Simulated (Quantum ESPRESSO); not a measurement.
# BeS (F-43m) in Quantum ESPRESSO: a series of runs

One crystal, BeS, is run at these levels: LDA; tasks: single point, equation of state.

Program: Quantum ESPRESSO 7.5. These are calculated values, not measurements. Logs are shortened: lines on timing, memory, paths and dates and some standing lists are left out, and cuts for length are marked.

### 1 The crystal as given

It takes space group F-43m (No. 216, cubic). The conventional cell has a = 4.850 Å, b = 4.850 Å, c = 4.850 Å, α = 90.00°, β = 90.00°, γ = 90.00°. S (site symmetry -43m) has 4 Be at 2.10 Å as nearest neighbours. Be (site symmetry -43m) has 4 S at 2.10 Å as nearest neighbours.

### 2 Single point, LDA, 13.40 Å³/atom

Input file pw.in:

```
&CONTROL
  calculation = 'scf'
  prefix = 'pwscf'
  outdir = './tmp'
  pseudo_dir = './pseudo'
  tstress = .true.
  disk_io = 'nowf'
/
&SYSTEM
  ibrav = 0
  nat = 2
  ntyp = 2
  ecutwfc = 45
  ecutrho = 360
  nbnd = 10
  occupations = 'smearing'
  smearing = 'fd'
  degauss = 0.00367493
/
&ELECTRONS
  conv_thr = 4d-10
  electron_maxstep = 120
  mixing_beta = 0.5
/
ATOMIC_SPECIES
S     32.0600 s_lda_v1.4.uspp.F.UPF
Be     9.0122 be_lda_v1.4.uspp.F.UPF
CELL_PARAMETERS angstrom
   0.0000000000    2.3754963136    2.3754963136
   2.3754963136    0.0000000000    2.3754963136
   2.3754963136    2.3754963136    0.0000000000
ATOMIC_POSITIONS crystal
S      0.7500000000    0.7500000000    0.7500000000
Be     0.0000000000    0.0000000000    0.0000000000
K_POINTS automatic
9 9 9 0 0 0
```

Potentials or basis: GBRV 1.5 LDA.

Run with:

```
$ OMP_NUM_THREADS=1 mpirun -n 2 pw.x -nk 2 -in pw.in > pw.out
```

pw.out:

```text
This program is part of the open-source Quantum ESPRESSO suite
     for quantum simulation of materials; please cite
[... 13 lines left out ...]
     --------------------
     sticks:   dense  smooth     PW     G-vecs:    dense   smooth      PW
     Sum        1003     499    163                20827     7391    1363

     Using Slab Decomposition

     bravais-lattice index     =            0
     lattice parameter (alat)  =       6.3485  a.u.
     unit-cell volume          =     180.9213 (a.u.)^3
     number of atoms/cell      =            2
     number of atomic types    =            2
     number of electrons       =        10.00
     number of Kohn-Sham states=           10
     kinetic-energy cutoff     =      45.0000  Ry
     charge density cutoff     =     360.0000  Ry
     scf convergence threshold =      4.0E-10
     mixing beta               =       0.5000
     number of iterations used =            8  plain     mixing
     Exchange-correlation=  SLA  PZ   NOGX NOGC
                           (   1   1   0   0   0   0   0)

     celldm(1)=   6.348458  celldm(2)=   0.000000  celldm(3)=   0.000000
     celldm(4)=   0.000000  celldm(5)=   0.000000  celldm(6)=   0.000000

     crystal axes: (cart. coord. in units of alat)
               a(1) = (   0.000000   0.707107   0.707107 )
               a(2) = (   0.707107   0.000000   0.707107 )
               a(3) = (   0.707107   0.707107   0.000000 )

     reciprocal axes: (cart. coord. in units 2 pi/alat)
               b(1) = ( -0.707107  0.707107  0.707107 )
               b(2) = (  0.707107 -0.707107  0.707107 )
               b(3) = (  0.707107  0.707107 -0.707107 )

     PseudoPot. # 1 for S  read from file:
     s_lda_v1.4.uspp.F.UPF
     Pseudo is Ultrasoft + core correction, Zval =  6.0
     Generated by new atomic code, or converted to UPF format
     Using radial grid of  907 points,  6 beta functions with:
                l(1) =   0
                l(2) =   0
                l(3) =   1
                l(4) =   1
                l(5) =   2
                l(6) =   2
     Q(r) pseudized with  8 coefficients,  rinner =    1.300   1.300   1.300
                                                       1.300   1.300

     PseudoPot. # 2 for Be read from file:
     be_lda_v1.4.uspp.F.UPF
     Pseudo is Ultrasoft, Zval =  4.0
     Generated by new atomic code, or converted to UPF format
     Using radial grid of  769 points,  6 beta functions with:
                l(1) =   0
                l(2) =   0
                l(3) =   0
                l(4) =   1
                l(5) =   1
                l(6) =   2
     Q(r) pseudized with 10 coefficients,  rinner =    1.000   1.000   1.000
                                                       1.000   1.000

     atomic species   valence    mass     pseudopotential
     S                 6.00    32.06000     S ( 1.00)
     Be                4.00     9.01220     Be( 1.00)

     24 Sym. Ops. (no inversion) found

   Cartesian axes

     site n.     atom                  positions (alat units)
         1        S      tau(   1) = (   1.0606602   1.0606602   1.0606602  )
         2        Be     tau(   2) = (   0.0000000   0.0000000   0.0000000  )

     number of k points=    35  Fermi-Dirac smearing, width (Ry)=  0.0037
                       cart. coord. in units 2pi/alat
        k(    1) = (   0.0000000   0.0000000   0.0000000), wk =   0.0027435
        k(    2) = (   0.0785674   0.0785674  -0.0785674), wk =   0.0219479
        k(    3) = (   0.1571348   0.1571348  -0.1571348), wk =   0.0219479
        k(    4) = (   0.2357023   0.2357023  -0.2357023), wk =   0.0219479
        k(    5) = (   0.3142697   0.3142697  -0.3142697), wk =   0.0219479
        k(    6) = (   0.1571348   0.0000000  -0.0000000), wk =   0.0164609
        k(    7) = (   0.2357023   0.0785674  -0.0785674), wk =   0.0658436
        k(    8) = (   0.3142697   0.1571348  -0.1571348), wk =   0.0658436
        k(    9) = (   0.3928371   0.2357023  -0.2357023), wk =   0.0658436
        k(   10) = (  -0.2357023  -0.3928371   0.3928371), wk =   0.0658436
        k(   11) = (  -0.1571348  -0.3142697   0.3142697), wk =   0.0658436
        k(   12) = (  -0.0785674  -0.2357023   0.2357023), wk =   0.0658436
        k(   13) = (  -0.0000000  -0.1571348   0.1571348), wk =   0.0329218
        k(   14) = (   0.3142697   0.0000000  -0.0000000), wk =   0.0164609
        k(   15) = (   0.3928371   0.0785674  -0.0785674), wk =   0.0658436
        k(   16) = (   0.4714045   0.1571348  -0.1571348), wk =   0.0658436
        k(   17) = (  -0.1571348  -0.4714045   0.4714045), wk =   0.0658436
        k(   18) = (  -0.0785674  -0.3928371   0.3928371), wk =   0.0658436
        k(   19) = (  -0.0000000  -0.3142697   0.3142697), wk =   0.0329218
        k(   20) = (   0.4714045   0.0000000  -0.0000000), wk =   0.0164609
        k(   21) = (   0.5499719   0.0785674  -0.0785674), wk =   0.0658436
        k(   22) = (  -0.0785674  -0.5499719   0.5499719), wk =   0.0658436
        k(   23) = (  -0.0000000  -0.4714045   0.4714045), wk =   0.0329218
        k(   24) = (   0.6285394   0.0000000  -0.0000000), wk =   0.0164609
        k(   25) = (  -0.0000000  -0.6285394   0.6285394), wk =   0.0329218
        k(   26) = (   0.3142697   0.1571348  -0.0000000), wk =   0.0658436
        k(   27) = (   0.3928371   0.2357023  -0.0785674), wk =   0.1316872
        k(   28) = (  -0.2357023  -0.3928371   0.5499719), wk =   0.1316872
        k(   29) = (   0.4714045   0.1571348  -0.0000000), wk =   0.0658436
        k(   30) = (  -0.1571348  -0.4714045   0.6285394), wk =   0.1316872
        k(   31) = (  -0.0785674  -0.3928371   0.5499719), wk =   0.1316872
        k(   32) = (   0.0000000  -0.3142697   0.4714045), wk =   0.0658436
        k(   33) = (  -0.0785674  -0.5499719   0.7071068), wk =   0.0658436
        k(   34) = (  -0.0000000  -0.4714045   0.6285394), wk =   0.0658436
        k(   35) = (  -0.0785674  -0.3928371   0.7071068), wk =   0.0658436

     Dense  grid:    20827 G-vectors     FFT dimensions: (  40,  40,  40)

     Smooth grid:     7391 G-vectors     FFT dimensions: (  27,  27,  27)

     Initial potential from superposition of free atoms

     starting charge       9.9998, renormalised to      10.0000
[... 39 lines left out ...]
     Davidson diagonalization with overlap
     ethr =  1.87E-07,  avg # of iterations =  2.0

     total energy              =     -52.24951189 Ry
     estimated scf accuracy    <       0.00000025 Ry

     iteration #  6     ecut=    45.00 Ry     beta= 0.50
     Davidson diagonalization with overlap
     ethr =  2.48E-09,  avg # of iterations =  5.0

     total energy              =     -52.24951232 Ry
     estimated scf accuracy    <       0.00000002 Ry

     iteration #  7     ecut=    45.00 Ry     beta= 0.50
     Davidson diagonalization with overlap
     ethr =  1.54E-10,  avg # of iterations =  2.3

     total energy              =     -52.24951233 Ry
     estimated scf accuracy    <          7.9E-10 Ry

     iteration #  8     ecut=    45.00 Ry     beta= 0.50
     Davidson diagonalization with overlap
     ethr =  7.92E-12,  avg # of iterations =  3.9

     End of self-consistent calculation

          k = 0.0000 0.0000 0.0000 (   941 PWs)   bands (ev):

   -90.9899  -8.0204   6.0743   6.0743   6.0743  11.5601  11.5601  11.5601
    12.2656  18.7949

          k = 0.0786 0.0786-0.0786 (   917 PWs)   bands (ev):

   -90.9898  -7.8675   5.0102   5.8926   5.8926  11.6158  11.8755  11.8755
    13.2912  18.1800

          k = 0.1571 0.1571-0.1571 (   920 PWs)   bands (ev):

   -90.9898  -7.4339   3.0228   5.5091   5.5091  11.6443  12.4288  12.4288
    15.1857  17.7555

          k = 0.2357 0.2357-0.2357 (   926 PWs)   bands (ev):

   -90.9897  -6.8221   1.1700   5.1597   5.1597  11.6488  12.5872  12.5872
    16.6388  18.6305

          k = 0.3143 0.3143-0.3143 (   926 PWs)   bands (ev):

   -90.9897  -6.3029  -0.0087   4.9649   4.9649  11.6418  12.4814  12.4814
    17.2223  21.2937

          k = 0.1571 0.0000-0.0000 (   925 PWs)   bands (ev):

   -90.9898  -7.8165   5.2546   5.5292   5.5292  11.1666  12.4018  12.4018
    13.2408  17.0777

          k = 0.2357 0.0786-0.0786 (   924 PWs)   bands (ev):

   -90.9898  -7.4760   3.6550   5.0647   5.3265  11.2498  12.7713  13.1637
    14.1447  16.8562

          k = 0.3143 0.1571-0.1571 (   923 PWs)   bands (ev):

   -90.9897  -6.9170   1.8054   4.7296   4.9174  11.5337  12.8892  13.4662
    14.8091  18.3535

          k = 0.3928 0.2357-0.2357 (   915 PWs)   bands (ev):

   -90.9897  -6.3396   0.4075   4.4938   4.6205  11.6314  12.7999  13.2554
    16.2572  19.4696

          k =-0.2357-0.3928 0.3928 (   923 PWs)   bands (ev):

   -90.9897  -6.1389  -0.0048   4.2194   4.7525  11.7870  12.7522  12.9934
    17.3369  19.8170

          k =-0.1571-0.3143 0.3143 (   922 PWs)   bands (ev):

   -90.9897  -6.5151   0.7925   4.1764   5.0874  12.0426  12.8279  12.8430
    16.5213  17.9749

          k =-0.0786-0.2357 0.2357 (   921 PWs)   bands (ev):

   -90.9898  -7.1213   2.3776   4.4096   5.5281  12.1375  12.5611  12.9244
    15.2159  16.8090

          k =-0.0000-0.1571 0.1571 (   915 PWs)   bands (ev):

   -90.9898  -7.6204   4.0754   5.0131   5.8827  11.9022  12.0265  12.5081
    14.2333  17.0574

          k = 0.3143 0.0000-0.0000 (   918 PWs)   bands (ev):

   -90.9897  -7.2392   3.6319   4.5251   4.5251  10.4938  12.9949  14.2775
    14.2775  17.0552

          k = 0.3928 0.0786-0.0786 (   918 PWs)   bands (ev):

   -90.9897  -6.7730   2.3490   4.0857   4.1413  10.5004  12.6192  14.7997
    15.0145  18.7590

          k = 0.4714 0.1571-0.1571 (   906 PWs)   bands (ev):

   -90.9897  -6.2249   1.0668   3.4655   4.0191  10.7139  13.5181  14.8966
    14.9628  20.3861

          k =-0.1571-0.4714 0.4714 (   927 PWs)   bands (ev):

   -90.9897  -5.9044   0.4345   2.9353   4.1797  10.9690  14.4248  14.5682
    15.8995  19.0855

          k =-0.0786-0.3928 0.3928 (   919 PWs)   bands (ev):

   -90.9897  -6.0910   0.7828   2.7282   4.5843  11.4699  14.1192  14.3989
    16.4859  17.8015

          k =-0.0000-0.3143 0.3143 (   913 PWs)   bands (ev):

   -90.9897  -6.6105   1.6832   3.1435   5.1157  12.1019  13.3968  13.8851
    15.2109  16.6435

          k = 0.4714 0.0000-0.0000 (   922 PWs)   bands (ev):

   -90.9897  -6.4240   2.0067   3.6890   3.6890   9.6374  11.5072  16.5160
    16.5160  19.5500

          k = 0.5500 0.0786-0.0786 (   920 PWs)   bands (ev):

   -90.9897  -5.9868   1.2917   3.0522   3.5030   9.6741  11.5925  17.0571
    17.0855  21.0366

          k =-0.0786-0.5500 0.5500 (   929 PWs)   bands (ev):

   -90.9897  -5.6857   1.0089   2.0762   3.6197  10.1010  13.0293  16.6693
    17.1005  19.4838

          k =-0.0000-0.4714 0.4714 (   921 PWs)   bands (ev):

   -90.9897  -5.7367   1.1257   1.6329   4.0144  10.6853  15.1588  15.6853
    16.7828  17.4081

          k = 0.6285 0.0000-0.0000 (   934 PWs)   bands (ev):

   -90.9897  -5.7274   0.8834   3.2378   3.2378   8.9340  10.8718  18.6408
    18.6408  21.7787

          k =-0.0000-0.6285 0.6285 (   944 PWs)   bands (ev):

   -90.9897  -5.6014   0.8186   2.6758   3.2795   9.3079  11.3132  18.4515
    18.7364  20.7083

          k = 0.3143 0.1571-0.0000 (   928 PWs)   bands (ev):

   -90.9898  -7.0698   2.7323   4.0494   5.0902  11.3956  13.2360  13.7381
    14.1221  17.4198

          k = 0.3928 0.2357-0.0786 (   914 PWs)   bands (ev):

   -90.9897  -6.5063   1.3999   3.4994   4.6500  11.8432  12.8812  14.3605
    14.7986  18.3744

          k =-0.2357-0.3928 0.5500 (   926 PWs)   bands (ev):

   -90.9897  -6.0411   0.4190   3.3579   4.2772  11.9413  12.5994  14.8032
    16.1848  18.5716

          k = 0.4714 0.1571-0.0000 (   926 PWs)   bands (ev):

   -90.9897  -6.3092   1.6650   3.2407   3.8226  10.6297  12.3122  14.9023
    16.5003  19.5063

          k =-0.1571-0.4714 0.6285 (   919 PWs)   bands (ev):

   -90.9897  -5.8671   1.0263   2.6093   3.4762  11.1027  13.2087  14.6891
    17.0931  18.9350

          k =-0.0786-0.3928 0.5500 (   924 PWs)   bands (ev):

   -90.9897  -5.7363   0.8703   2.1649   3.6126  11.5132  13.7625  15.7100
    16.4075  17.3746

          k = 0.0000-0.3143 0.4714 (   920 PWs)   bands (ev):

   -90.9897  -6.0265   1.1471   2.3744   4.0978  12.1119  13.0551  14.7403
    16.4309  17.9857

          k =-0.0786-0.5500 0.7071 (   927 PWs)   bands (ev):

   -90.9897  -5.6837   1.0136   2.8060   2.9288  10.0073  11.7339  16.8581
    18.3423  20.1952

          k =-0.0000-0.4714 0.6285 (   921 PWs)   bands (ev):

   -90.9897  -5.5802   1.2147   1.8564   3.0776  10.7943  13.0893  16.1835
    16.8050  19.5004

          k =-0.0786-0.3928 0.7071 (   914 PWs)   bands (ev):

   -90.9897  -5.6056   1.3231   1.9664   2.7248  12.2070  13.4584  14.5643
    16.1492  19.3378

     the Fermi energy is     7.1688 ev

!    total energy              =     -52.24951233 Ry
     estimated scf accuracy    <          1.1E-11 Ry
     smearing contrib. (-TS)   =      -0.00000000 Ry
     internal energy E=F+TS    =     -52.24951233 Ry

     The total energy is F=E-TS. E is the sum of the following terms:
     one-electron contribution =     -15.81049430 Ry
     hartree contribution      =       7.75441996 Ry
     xc contribution           =     -13.35099593 Ry
     ewald contribution        =     -30.84244205 Ry

     convergence has been achieved in   8 iterations

     Computing stress (Cartesian axis) and pressure

          total   stress  (Ry/bohr**3)                   (kbar)     P=       30.84
   0.00020966   0.00000000  -0.00000000           30.84        0.00       -0.00
   0.00000000   0.00020966  -0.00000000            0.00       30.84       -0.00
  -0.00000000  -0.00000000   0.00020966           -0.00       -0.00       30.84

=------------------------------------------------------------------------------=
   JOB DONE.
=------------------------------------------------------------------------------=
```

Wall time 4.7 s (2 MPI ranks of Intel Xeon 6975P-C (Granite Rapids), shared host); peak memory 0.18 GiB.

What came out:

```yaml
Free_energy: -710.8908 eV
Pressure: 3.1 GPa
Band_gap_on_the_k_mesh: 2.86 eV, indirect (least direct gap 5.49 eV)
```

Caveat: an odd mesh through Γ misses points on the zone boundary, where band edges often lie.

### 3 Single point, LDA, 13.69 Å³/atom

Edit pw.in of step 2 so:

```diff
@@ -28,5 +28,5 @@
 CELL_PARAMETERS angstrom
-   0.0000000000    2.3754963136    2.3754963136
-   2.3754963136    0.0000000000    2.3754963136
-   2.3754963136    2.3754963136    0.0000000000
+   0.0000000000    2.3922257121    2.3922257121
+   2.3922257121    0.0000000000    2.3922257121
+   2.3922257121    2.3922257121    0.0000000000
 ATOMIC_POSITIONS crystal
```

Potentials or basis: GBRV 1.5 LDA.

Run with:

```
$ OMP_NUM_THREADS=1 mpirun -n 2 pw.x -nk 2 -in pw.in > pw.out
```

Run time: 4.4 s. Hardware: 2 MPI ranks of Intel Xeon 6975P-C (Granite Rapids), shared host; peak memory 0.18 GiB.

The run converged. Its results:

```
Free energy            : -710.8978 eV
Pressure               : 0.8 GPa
Band gap on the k mesh : 2.91 eV, indirect (least direct gap 5.50 eV)
```

Caveat: an odd mesh through Γ misses points on the zone boundary, where band edges often lie.

### 4 Single point, LDA, 13.98 Å³/atom

Edit pw.in of step 3 so:

```diff
@@ -28,5 +28,5 @@
 CELL_PARAMETERS angstrom
-   0.0000000000    2.3922257121    2.3922257121
-   2.3922257121    0.0000000000    2.3922257121
-   2.3922257121    2.3922257121    0.0000000000
+   0.0000000000    2.4087243418    2.4087243418
+   2.4087243418    0.0000000000    2.4087243418
+   2.4087243418    2.4087243418    0.0000000000
 ATOMIC_POSITIONS crystal
```

Run with:

```
$ OMP_NUM_THREADS=1 mpirun -n 2 pw.x -nk 2 -in pw.in > pw.out
```

It took 5.6 s on 2 MPI ranks of Intel Xeon 6975P-C (Granite Rapids), shared host; peak memory 0.18 GiB.

Results (log left out):

* Free energy: -710.8970 eV
* Pressure: -1.3 GPa
* Band gap on the k mesh: 2.95 eV, indirect (least direct gap 5.51 eV)

Caveat: an odd mesh through Γ misses points on the zone boundary, where band edges often lie.

### 5 Single point, LDA, 14.26 Å³/atom

Edit pw.in of step 4 so:

```diff
@@ -28,5 +28,5 @@
 CELL_PARAMETERS angstrom
-   0.0000000000    2.4087243418    2.4087243418
-   2.4087243418    0.0000000000    2.4087243418
-   2.4087243418    2.4087243418    0.0000000000
+   0.0000000000    2.4250000000    2.4250000000
+   2.4250000000    0.0000000000    2.4250000000
+   2.4250000000    2.4250000000    0.0000000000
 ATOMIC_POSITIONS crystal
```

Run with:

```
$ OMP_NUM_THREADS=1 mpirun -n 2 pw.x -nk 2 -in pw.in > pw.out
```

Run time: 5.4 s. Hardware: 2 MPI ranks of Intel Xeon 6975P-C (Granite Rapids), shared host; peak memory 0.18 GiB.

Results (log left out):

```
Free energy            : -710.8890 eV
Pressure               : -3.2 GPa
Band gap on the k mesh : 2.99 eV, indirect (least direct gap 5.52 eV)
```

Caveat: an odd mesh through Γ misses points on the zone boundary, where band edges often lie.

### 6 Single point, LDA, 14.55 Å³/atom

Edit pw.in of step 5 so:

```diff
@@ -28,5 +28,5 @@
 CELL_PARAMETERS angstrom
-   0.0000000000    2.4250000000    2.4250000000
-   2.4250000000    0.0000000000    2.4250000000
-   2.4250000000    2.4250000000    0.0000000000
+   0.0000000000    2.4410600707    2.4410600707
+   2.4410600707    0.0000000000    2.4410600707
+   2.4410600707    2.4410600707    0.0000000000
 ATOMIC_POSITIONS crystal
```

Potentials or basis: GBRV 1.5 LDA.

Run with:

```
$ OMP_NUM_THREADS=1 mpirun -n 2 pw.x -nk 2 -in pw.in > pw.out
```

Wall time 5.8 s (2 MPI ranks of Intel Xeon 6975P-C (Granite Rapids), shared host); peak memory 0.18 GiB.

It converged, with:

| Property | Result |
| --- | --- |
| Free energy | -710.8747 eV |
| Pressure | -4.9 GPa |
| Band gap on the k mesh | 3.03 eV, indirect (least direct gap 5.49 eV) |

Caveat: an odd mesh through Γ misses points on the zone boundary, where band edges often lie.

### 7 Single point, LDA, 14.83 Å³/atom

Edit pw.in of step 6 so:

```diff
@@ -28,5 +28,5 @@
 CELL_PARAMETERS angstrom
-   0.0000000000    2.4410600707    2.4410600707
-   2.4410600707    0.0000000000    2.4410600707
-   2.4410600707    2.4410600707    0.0000000000
+   0.0000000000    2.4569115543    2.4569115543
+   2.4569115543    0.0000000000    2.4569115543
+   2.4569115543    2.4569115543    0.0000000000
 ATOMIC_POSITIONS crystal
```

Run with:

```
$ OMP_NUM_THREADS=1 mpirun -n 2 pw.x -nk 2 -in pw.in > pw.out
```

It took 5.5 s on 2 MPI ranks of Intel Xeon 6975P-C (Granite Rapids), shared host; peak memory 0.18 GiB.

It converged, with:

| Item | Value |
| --- | --- |
| Free energy | -710.8546 eV |
| Pressure | -6.4 GPa |
| Band gap on the k mesh | 3.07 eV, indirect (least direct gap 5.34 eV) |

Caveat: an odd mesh through Γ misses points on the zone boundary, where band edges often lie.

### 8 Single point, LDA, 15.12 Å³/atom

Edit pw.in of step 7 so:

```diff
@@ -28,5 +28,5 @@
 CELL_PARAMETERS angstrom
-   0.0000000000    2.4569115543    2.4569115543
-   2.4569115543    0.0000000000    2.4569115543
-   2.4569115543    2.4569115543    0.0000000000
+   0.0000000000    2.4725610944    2.4725610944
+   2.4725610944    0.0000000000    2.4725610944
+   2.4725610944    2.4725610944    0.0000000000
 ATOMIC_POSITIONS crystal
```

Run with:

```
$ OMP_NUM_THREADS=1 mpirun -n 2 pw.x -nk 2 -in pw.in > pw.out
```

Wall time 6.6 s (2 MPI ranks of Intel Xeon 6975P-C (Granite Rapids), shared host); peak memory 0.18 GiB.

The run converged. Its results:

- Free energy: -710.8292 eV
- Pressure: -7.9 GPa
- Band gap on the k mesh: 3.10 eV, indirect (least direct gap 5.18 eV)

Caveat: an odd mesh through Γ misses points on the zone boundary, where band edges often lie.

### 9 Equation of state, LDA

Potentials or basis: GBRV 1.5 LDA.

This step only gathers the single runs of the series.

What came out:

| Quantity | Value |
| --- | --- |
| Equilibrium volume | 13.80 Å³/atom |
| Bulk modulus | 102 GPa |
| Pressure derivative of the bulk modulus | 3.9 |

Energy against volume, from the lowest point:
```csv
volume (Å³/atom),energy (meV/atom)
13.405,3.49
13.690,0.00
13.975,0.42
14.261,4.38
14.546,11.55
14.831,21.62
15.116,34.29
```
